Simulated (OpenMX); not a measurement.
## Bi2Se3 (Paraguanajuatite) under changes of volume

One of the cells (28.378 Å³/atom); the others are scaled copies at fixed shape and fractional positions:

```
Bi Se
1.0
     2.07150    1.19598    9.54533
    -2.07150    1.19598    9.54533
     0.00000   -2.39196    9.54533
Bi Se
2 3
Cartesian
  0.0000 0.0000 17.1587
  0.0000 0.0000 11.4773
  0.0000 0.0000 22.5738
  0.0000 0.0000 6.0622
  0.0000 0.0000 0.0000
```

```yaml
Program: OpenMX 3.8.5
Functional: LDA
Potentials_or_basis: OpenMX 2013 LDA set, Bi8.0-s3p2d2f1, Se7.0-s3p2d2, fixed grid of 48 × 48 × 48 points
k_mesh: 9 × 9 × 9
Occupations: fermi-dirac, width 0.05 eV
Spin: no spin polarisation
```

| volume (Å³/atom) | energy over the lowest point (meV/atom) | largest force (eV/Å) |
| --- | --- | --- |
| 26.675 | 14.68 | 0.850 |
| 27.243 | 4.62 | 0.648 |
| 27.810 | 0.00 | 0.459 |
| 28.378 | 0.29 | 0.302 |
| 28.946 | ? | ? |
| 29.513 | 13.95 | 0.166 |
| 30.081 | 26.49 | 0.162 |

Problem. What does the run at 28.946 Å³/atom give?

Solution. Energy over the lowest point 5.08 meV/atom; largest force 0.228 eV/Å.

Worked out: A Birch-Murnaghan fit of order 3 (a polynomial in V^(-2/3)) to the other rows has its minimum at 28.05 Å³/atom with B0 = V·E''(V) = 66 GPa and B' = 3.8 at fixed shape and positions, which overstates the stiffness. It gives 5.09 meV/atom at 28.946 Å³/atom, against the run's 5.08.

Energies are extrapolated to zero smearing.

Caveats: the basis has few d functions beyond the semicore shells, which can make volumes several per cent too large; the basis of atomic orbitals isn't converged, which shifts pressures, moduli and gaps.
